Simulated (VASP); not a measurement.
# CsPbCl3 (Pm-3m) in VASP: settings compared

Aim: see how the results for CsPbCl3 move with the level of theory and the settings. Levels: PBEsol, PBE. Tasks: relaxation of cell and atoms.

All numbers are computed with VASP 6.6.1; they aren't measurements. Logs are shortened: lines on timing, memory, paths and dates and some standing lists are left out, and cuts for length are marked.

**1. Starting point**

Symmetry: Pm-3m, No. 221, cubic system. Conventional cell: a = 5.605 Å, b = 5.605 Å, c = 5.605 Å, α = 90.00°, β = 90.00°, γ = 90.00°. Cs (site symmetry m-3m) has 12 Cl at 3.96 Å as nearest neighbours. Pb (site symmetry m-3m) is surrounded by 6 Cl at 2.80 Å. Around Cl (site symmetry 4/mmm) lie 2 Pb at 2.80 Å.

**2. Relaxation of cell and atoms, PBEsol**

File INCAR:

```
SYSTEM = CsPbCl3
  PREC = Accurate
  ENCUT = 600
  EDIFF = 1E-6
  ISMEAR = 0
  SIGMA = 0.03
  LREAL = .FALSE.
  LASPH = .TRUE.
  NELM = 80
  ALGO = Normal
  ISIF = 3
  LWAVE = .FALSE.
  LCHARG = .FALSE.
  GGA = PS
  IBRION = 2
  NSW = 90
  EDIFFG = -0.01
  KPAR = 4
```

File KPOINTS:

```
regular mesh
0
G
  6 6 6
  0 0 0
```

File POSCAR:

```
CsPbCl3
1.0
    5.6050000000      0.0000000000      0.0000000000
    0.0000000000      5.6050000000      0.0000000000
    0.0000000000      0.0000000000      5.6050000000
Cs Pb Cl
1 1 3
Direct
    0.0000000000      0.0000000000      0.0000000000
    0.5000000000      0.5000000000      0.5000000000
    0.5000000000      0.5000000000      0.0000000000
    0.0000000000      0.5000000000      0.5000000000
    0.5000000000      0.0000000000      0.5000000000
```

Potentials or basis: VASP PAW PBE potentials, release 64 (Cs_sv, Pb_d, Cl).

Started as:

```
cat potpaw_PBE.64/Cs_sv/POTCAR potpaw_PBE.64/Pb_d/POTCAR potpaw_PBE.64/Cl/POTCAR > POTCAR
mpirun -np 4 vasp_std > vasp.out
```

OUTCAR:

```text
SYSTEM = CsPbCl3
   PREC = Accurate
   ENCUT = 600
   EDIFF = 1E-6
   ISMEAR = 0
   LREAL = .FALSE.
   LASPH = .TRUE.
   NELM = 80
   ISIF = 3
   GGA = PS
   IBRION = 2
   NSW = 90
   EDIFFG = -0.01

 ion  position               nearest neighbor table
   1  0.000  0.000  0.000-
   2  0.500  0.500  0.500-   3 2.80   4 2.80   5 2.80   3 2.80   5 2.80   4 2.80
   3  0.500  0.500  0.000-   2 2.80   2 2.80
   4  0.000  0.500  0.500-   2 2.80   2 2.80
   5  0.500  0.000  0.500-   2 2.80   2 2.80

  LATTYP: Found a simple cubic cell.
 ALAT       =     5.6050000000

  Lattice vectors:

 A1 = (   5.6050000000,   0.0000000000,   0.0000000000)
 A2 = (   0.0000000000,   5.6050000000,   0.0000000000)
 A3 = (   0.0000000000,   0.0000000000,   5.6050000000)

Analysis of symmetry for initial positions (statically):
=====================================================================
 Subroutine PRICEL returns:
 Original cell was already a primitive cell.

 Routine SETGRP: Setting up the symmetry group for a
 simple cubic supercell.

 Subroutine GETGRP returns: Found 48 space group operations
 (whereof 48 operations were pure point group operations)
 out of a pool of 48 trial point group operations.

The static configuration has the point symmetry O_h .

Analysis of symmetry for dynamics (positions and initial velocities):
=====================================================================
 Subroutine PRICEL returns:
 Original cell was already a primitive cell.

 Routine SETGRP: Setting up the symmetry group for a
 simple cubic supercell.

 Subroutine GETGRP returns: Found 48 space group operations
 (whereof 48 operations were pure point group operations)
 out of a pool of 48 trial point group operations.

The dynamic configuration has the point symmetry O_h .

 Subroutine INISYM returns: Found 48 space group operations
 (whereof 48 operations are pure point group operations),
 and found     1 'primitive' translations

----------------------------------------------------------------------------------------

                                     Primitive cell

  volume of cell :     176.0868

  direct lattice vectors                    reciprocal lattice vectors
     5.605000000  0.000000000  0.000000000     0.178412132  0.000000000  0.000000000
     0.000000000  5.605000000  0.000000000     0.000000000  0.178412132  0.000000000
     0.000000000  0.000000000  5.605000000     0.000000000  0.000000000  0.178412132

  length of vectors
     5.605000000  5.605000000  5.605000000     0.178412132  0.178412132  0.178412132

  position of ions in fractional coordinates (direct lattice)
     0.000000000  0.000000000  0.000000000
     0.500000000  0.500000000  0.500000000
     0.500000000  0.500000000  0.000000000
     0.000000000  0.500000000  0.500000000
     0.500000000  0.000000000  0.500000000

  ion indices of the primitive-cell ions
   primitive index   ion index
                 1           1
                 2           2
                 3           3
                 4           4
                 5           5

----------------------------------------------------------------------------------------

 KPOINTS: regular mesh

Automatic generation of k-mesh.
 Grid dimensions read from file:
 generate k-points for:    6    6    6

[... 61 lines left out ...]
   NSW    =     90    number of steps for IOM
   IBRION =      2    ionic relax: 0-MD 1-quasi-New 2-CG
   NFREE  =      1    steps in history (QN), initial steepest desc. (CG)
   ISIF   =      3    stress and relaxation
   ISYM   =      2    0-nonsym 1-usesym 2-fastsym
   POTIM  = 0.5000    time-step for ionic-motion
   TEBEG  =    0.0;   TEEND  =   0.0 temperature during run
   PSTRESS=    0.0 pullay stress
   NELECT =      44.0000    total number of electrons
   NUPDOWN=      -1.0000    fix difference up-down
   EMIN   =  10.00;   EMAX   =-10.00  energy-range for DOS
   EFERMI =   0.00;   METHOD = LEGACY
   ISMEAR =     0;   SIGMA  =   0.03  broadening in eV -4-tet -1-fermi 0-gaus
   EFERMI_NEDOS =   21; number of points for ismear=-14 and -15
   IALGO  =     38    algorithm
   IMIX   =      4    mixing-type and parameters
     AMIX     =   0.40;   BMIX     =  1.00
     AMIX_MAG =   1.60;   BMIX_MAG =  1.00
  volume/ion in A,a.u.               =      35.22       237.66
  Fermi-wavevector in a.u.,A,eV,Ry     =   1.031138  1.948568 14.466333  1.063245
  Thomas-Fermi vector in A             =   2.165271
   LORBIT       =      0    0 simple, 1 ext, 2 COOP (PROOUT), +10 PAW based schemes
   GGA     = PS    functional components
   LHFCALC =     F    Hartree Fock is set to
   AEXX    =    0.0000 exact exchange contribution
   IVDW    =     0    specifies the selected vdW correction
   LEPSILON=     F    determine dielectric tensor
   LRPA    =     F    only Hartree local field effects (RPA)
 conjugate gradient relaxation of ions
 non-spin polarized calculation
 Gauss-broadening in eV      SIGMA  =   0.03
  energy-cutoff  :      600.00
  volume of cell :      176.09
 maximum number of plane-waves:      5910
 NGX is ok and might be reduce to    48
   NGX = 23   NGY = 23   NGZ = 23

--------------------------------------- Ionic step        1  -------------------------------------------

 number of electron      43.9999992 magnetization

 Free energy of the ion-electron system (eV)
  ---------------------------------------------------
  ext. energy  EPLUGINS =         0.00000000
  ---------------------------------------------------
  free energy    TOTEN  =       -18.38195951 eV

  energy without entropy =      -18.38195951  energy(sigma->0) =      -18.38195951

------------------------ aborting loop because EDIFF is reached ----------------------------------------

  FORCE on cell =-STRESS in cart. coord.  units (eV):
  Direction    XX          YY          ZZ          XY          YZ          ZX
  --------------------------------------------------------------------------------------
  -------------------------------------------------------------------------------------
  Total        0.2048640      0.2048640      0.2048640     -0.0000000      0.0000000      0.0000000
  in kB        1.8640150      1.8640150      1.8640150     -0.0000000      0.0000000      0.0000000
  external PRESSURE =       1.8640150 kB  Pullay stress =       0.0000000 kB

 VOLUME and BASIS-vectors are now :
 -----------------------------------------------------------------------------
  energy-cutoff  :      600.00
  volume of cell :      176.09
      direct lattice vectors                 reciprocal lattice vectors
     5.605000000  0.000000000  0.000000000     0.178412132  0.000000000  0.000000000
     0.000000000  5.605000000  0.000000000     0.000000000  0.178412132  0.000000000
     0.000000000  0.000000000  5.605000000     0.000000000  0.000000000  0.178412132

 POSITION                                       TOTAL-FORCE (eV/Angst)
 -----------------------------------------------------------------------------------
      0.00000      0.00000      0.00000         0.000000      0.000000      0.000000
      2.80250      2.80250      2.80250         0.000000      0.000000      0.000000
      2.80250      2.80250      0.00000         0.000000      0.000000      0.000000
      0.00000      2.80250      2.80250         0.000000      0.000000      0.000000
      2.80250      0.00000      2.80250         0.000000      0.000000      0.000000
 -----------------------------------------------------------------------------------
    total drift:                                0.000000     -0.000000     -0.000000

  FREE ENERGIE OF THE ION-ELECTRON SYSTEM (eV)
  ---------------------------------------------------
  free  energy   TOTEN  =       -18.3819595058 eV

  energy  without entropy=      -18.3819595058  energy(sigma->0) =      -18.38195951

--------------------------------------- Ionic step        2  -------------------------------------------

 number of electron      43.9999993 magnetization

 Free energy of the ion-electron system (eV)
  ---------------------------------------------------
  ext. energy  EPLUGINS =         0.00000000
  ---------------------------------------------------
  free energy    TOTEN  =       -18.38271673 eV

  energy without entropy =      -18.38271673  energy(sigma->0) =      -18.38271673

 E-fermi :   1.7587     XC(G=0):  -7.9827

 val. band max:        1.6371087539   @ k =   0.5000   0.5000   0.5000
 cond. band min:       3.4703137291   @ k =   0.5000   0.5000   0.5000
 fundamental gap:      1.8332049752
 Fermi energy:         1.7587118191

 k-point     1 :       0.0000    0.0000    0.0000
  band No.  band energies     occupation
      1     -19.6779      2.00000
      2     -15.1055      2.00000
      3     -15.1055      2.00000
      4     -14.8590      2.00000
      5     -14.8590      2.00000
      6     -14.8590      2.00000
[... 569 lines left out ...]
     25       3.4703      0.00000
     26       6.6548      0.00000

------------------------ aborting loop because EDIFF is reached ----------------------------------------

  FORCE on cell =-STRESS in cart. coord.  units (eV):
  Direction    XX          YY          ZZ          XY          YZ          ZX
  --------------------------------------------------------------------------------------
  -------------------------------------------------------------------------------------
  Total        0.0399386      0.0399386      0.0399386      0.0000000      0.0000000      0.0000000
  in kB        0.3612467      0.3612467      0.3612467      0.0000000      0.0000000      0.0000000
  external PRESSURE =       0.3612467 kB  Pullay stress =       0.0000000 kB

 VOLUME and BASIS-vectors are now :
 -----------------------------------------------------------------------------
  energy-cutoff  :      600.00
  volume of cell :      177.13
      direct lattice vectors                 reciprocal lattice vectors
     5.616079049  0.000000000  0.000000000     0.178060172  0.000000000 -0.000000000
    -0.000000000  5.616079049 -0.000000000    -0.000000000  0.178060172 -0.000000000
     0.000000000  0.000000000  5.616079049    -0.000000000  0.000000000  0.178060172

 POSITION                                       TOTAL-FORCE (eV/Angst)
 -----------------------------------------------------------------------------------
      0.00000      0.00000      0.00000        -0.000000     -0.000000      0.000000
      2.80804      2.80804      2.80804         0.000000      0.000000      0.000000
      2.80804      2.80804     -0.00000        -0.000000     -0.000000      0.000000
      0.00000      2.80804      2.80804        -0.000000     -0.000000      0.000000
      2.80804      0.00000      2.80804        -0.000000      0.000000      0.000000
 -----------------------------------------------------------------------------------
    total drift:                                0.000000     -0.000000     -0.000000

  FREE ENERGIE OF THE ION-ELECTRON SYSTEM (eV)
  ---------------------------------------------------
  free  energy   TOTEN  =       -18.3827167325 eV

  energy  without entropy=      -18.3827167325  energy(sigma->0) =      -18.38271673

 reached required accuracy - stopping structural energy minimisation
```

Run time: 54 s. Hardware: 4 MPI ranks of AMD EPYC 9R14 (Zen 4), shared host; peak memory 0.39 GiB.

Results:

```yaml
Free_energy: -18.3827 eV
Relaxed_volume: 35.43 Å³/atom
Relaxed_cell: a = 5.616 Å, b = 5.616 Å, c = 5.616 Å, α = 90.00°, β = 90.00°, γ = 90.00°
Space_group_after_relaxing_to_0.05_Å: Pm-3m (No. 221)
Energy_gained_by_relaxing: 0.2 meV/atom
Ionic_steps: 2
Pressure_after_relaxing: 0.0 GPa
Band_gap_on_the_k_mesh: 1.83 eV, direct
```

Step by step:
```tsv
step	energy change (eV)	largest force (eV/Å)	pressure (GPa)	volume (Å³)
1	0.0000	0.0000	0.19	176.09
2	-0.0008	0.0000	0.04	177.13
```

Final structure:
```
Cs Pb Cl
1.0
     5.61608    0.00000    0.00000
     0.00000    5.61608    0.00000
     0.00000    0.00000    5.61608
Cs Pb Cl
1 1 3
Direct
  0.00000 0.00000 0.00000
  0.50000 0.50000 0.50000
  0.50000 0.50000 0.00000
  0.00000 0.50000 0.50000
  0.50000 0.00000 0.50000
```

Levels at points of the mesh, in eV from the valence-band top:
```csv
k point,band 20,band 21,band 22,band 23,band 24,band 25
"(0.00, 0.00, 0.00)",-2.49,-2.49,-2.49,3.24,4.25,4.25
"(0.50, 0.00, 0.00)",-2.60,-2.60,-1.67,2.94,4.62,5.17
"(0.50, 0.50, 0.00)",-2.72,-2.17,-0.81,2.43,2.43,4.85
"(0.50, 0.50, 0.50)",-2.16,-2.16,0.00,1.83,1.83,1.83
```

Caveat: the PAW data sets were made with another functional, which shifts forces and pressure a little; spin-orbit coupling is left out, which as a rule narrows the gap of such compounds by several tenths of an eV.

(Continued in part 2 of 2.)
